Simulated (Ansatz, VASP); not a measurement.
**Fe: VASP beside Ansatz**

Contents of INCAR:

```
SYSTEM = Fe
  PREC = Accurate
  ENCUT = 520
  EDIFF = 1E-7
  ISMEAR = 1
  SIGMA = 0.2
  LREAL = .False.
  LASPH = .True.
  NELM = 60
  ALGO = Normal
  ISIF = 2
  LWAVE = .False.
  LCHARG = .False.
  GGA = PE
  NBANDS = 10
```

Contents of KPOINTS:

```
Automatic mesh
0
Gamma
  16 16 16
  0 0 0
```

POSCAR

```
Fe
1.0
   -1.3807996972      1.3807996972      1.3807996972
    1.3807996972     -1.3807996972      1.3807996972
    1.3807996972      1.3807996972     -1.3807996972
Fe
1
Direct
    0.0000000000      0.0000000000      0.0000000000
```

Input for Ansatz:

```yaml
crystal:
  lattice:
    - [-1.3807996972, 1.3807996972, 1.3807996972]
    - [1.3807996972, -1.3807996972, 1.3807996972]
    - [1.3807996972, 1.3807996972, -1.3807996972]
  atoms:
    - { symbol: Fe, position: [0.0, 0.0, 0.0] }
hamiltonian:
  xc: pbe
  pseudopotentials:
    kind: paw
    azcp:
      Fe: "pseudopotentials/Fe.paw.azcp"
basis:
  ecutwfc: 420
  fft_grid_basis: typed
kpoints:
  mp_grid: { grid: [16, 16, 16], shift: [0, 0, 0] }
magnetization:
  spin_polarized: false
scf:
  occupations: { method: methfessel_paxton, width: 0.2 }
  lower_state_search: "off"
output:
  stress: true
```

Alike in both runs: task single point; functional PBE; k mesh 16 × 16 × 16; occupations methfessel-paxton of order 1, width 0.2 eV; no spin polarisation.

|  | VASP | Ansatz |
| --- | --- | --- |
| version | VASP 6.6.1 | Ansatz 0.2.0 |
| potentials or method | VASP PAW PBE potentials, release 64 (Fe) | plane waves (420 eV) with PAW, scalar-relativistic |
| plane-wave cutoff (eV) | 520 | 420 |
| valence electrons in the cell | 8 | 16 |

Ansatz gave:

```
pressure (GPa) : -1.1
```

**Question.** What did VASP give for the same quantities?

**Answer.** Pressure (GPa): -1.7.

The two sets of potentials don't hold the same shells in valence.

Caveats: the run has no spin polarisation, though such a crystal can be magnetic. Spin polarisation is off, so any magnetic state and its effect on volume and gap are missing.
